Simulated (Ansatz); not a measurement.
The calculation used DFT PBE, scalar-relativistic, plane waves, PAW in Ansatz 0.2.0. Settings: cutoff 420 eV, Γ-centred meshes spaced at most about 0.3 Å⁻¹, and about 0.25 Å⁻¹ or finer for metals (2π included), Gaussian smearing. No spin polarisation in the final relaxations.

These are static total energies at zero pressure.

Compare these two cells of WSe₂, each relaxed at this level.

A.

```yaml
crystal:
  lattice:
    - [5.20032, 0.00000, 0.00000]
    - [-2.60016, 4.50361, 0.00000]
    - [0.00000, 0.00000, 5.85166]
  atoms:
    - { symbol: W, position: [0.33333, 0.66667, 0.91759] }
    - { symbol: W, position: [0.66667, 0.33333, 0.91759] }
    - { symbol: Se, position: [0.00000, 0.00000, 0.78234] }
    - { symbol: Se, position: [0.50000, 0.00000, 0.27099] }
    - { symbol: Se, position: [0.00000, 0.50000, 0.27099] }
    - { symbol: Se, position: [0.50000, 0.50000, 0.27099] }
```

B.

```yaml
crystal:
  lattice:
    - [0.00000, 3.10159, 3.10159]
    - [3.10159, 0.00000, 3.10159]
    - [3.10159, 3.10159, 0.00000]
  atoms:
    - { symbol: W, position: [0.50000, 0.50000, 0.50000] }
    - { symbol: Se, position: [0.75000, 0.75000, 0.75000] }
    - { symbol: Se, position: [0.00000, 0.00000, 0.00000] }
```

Task: Which form is favoured at zero pressure, and by what margin per atom?

Result: A is lower, by 0.33 eV/atom. A has space group P6mm (No. 183), 22.8 Å³/atom and no gap on its mesh; B has space group F-43m (No. 216), 19.9 Å³/atom and no gap. Counting Se atoms around W (those within 1.25 times the shortest such distance or 1.15 times the sum of covalent radii; a plus sign parts nearer from farther groups), A has W 3+3 and B has W 4+6. A holds Se–Se nets (shortest 2.60 Å); in B the shortest Se–Se distance is 2.69 Å, near bonding range too. Even the lower one lies +0.85 eV/atom against the reference forms of the elements (uncorrected), so neither is stable at this level. In A, W is surrounded by 3 Se at 2.56 Å, 3 W at 3.00 Å and 3 Se at 3.10 Å; Se on a site of symmetry 6mm has 6 W at 3.10 Å; around Se on a site of symmetry 2mm lie 2 W at 2.56 Å and 4 Se at 2.60 Å. In B, around W lie 4 Se at 2.69 Å and 6 Se at 3.10 Å; around Se on its first site lie 4 Se at 2.69 Å and 4 W at 2.69 Å; Se on its second site has 4 Se at 2.69 Å and 6 W at 3.10 Å. Both come from invented guesses. A third cell relaxed alike, in P6_3/mmc (a cell as deposited in COD), lies 1.41 eV/atom below the lower of the two.

Weakly bound directions are ill-defined at this level, which has no dispersion term (P6mm), and this can change margins and order among such cells. Spin–orbit coupling, which can matter for W, is left out. A magnetic state wasn't ruled out in cells without spin, among them F-43m. Cells relaxed within their symmetry can be saddle points.

Form A is favoured over B at zero pressure, but the more telling comparison is with the P6₃/mmc cell, which lies 1.41 eV/atom below A and so also below the elements. If that cell is the familiar layered polytype, its stability has a clear origin: W(IV) sits in a trigonal prism of selenide ions, its two remaining d electrons fill a band split off by the ligand field, and no Se–Se bonds are needed.

Both A and B give up this arrangement. Their Se–Se contacts are longer than a normal single bond, which suggests delocalised, partial bonding between incompletely reduced Se atoms, in keeping with the absence of a gap. A probably wins because it keeps three W–Se contacts of ordinary bond length at 2.56 Å, whereas the nearest Se atoms in B are at a stretched 2.69 Å. B is the denser form, so compression would favour it relative to A, but the energies don't show that either would become the ground state under pressure.
